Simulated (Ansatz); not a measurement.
Crystal: GaSb.

```
Sb Ga
1.0
     0.00000    3.05900    3.05900
     3.05900    0.00000    3.05900
     3.05900    3.05900    0.00000
Sb Ga
1 1
Cartesian
  4.5885 4.5885 4.5885
  0.0000 0.0000 0.0000
```

Base run:

* Program: Ansatz 0.2.0
* Functional: r2SCAN
* Potentials or basis: Ansatz PAW
* Cutoff: 500 eV
* Density cutoff: 2000 eV
* k mesh: 8 × 8 × 8
* Occupations: fermi-dirac, width 0.05 eV
* Spin: no spin polarisation

Its results: band gap on the k mesh 0.47 eV, direct; pressure 0.4 GPa.

Problem. The run is repeated on the same cell with these changes: functional from r2SCAN to PBEsol; cutoff from 500 eV to 420 eV; density cutoff from 2000 eV to 1680 eV. What comes out?

Solution. Band gap on the k mesh none (metal or under the smearing width); pressure -0.2 GPa.

r2SCAN gives the wider gap, since meta-GGAs in the generalised Kohn-Sham scheme recover part of the derivative discontinuity.

Caveats: the PAW data sets come from PBE, with cores solved anew for the run's functional, which leaves a small shift of forces and pressure; spin-orbit coupling is left out, which moves the levels of the heavy elements (some runs).

Not every run made on this cell is shown here.
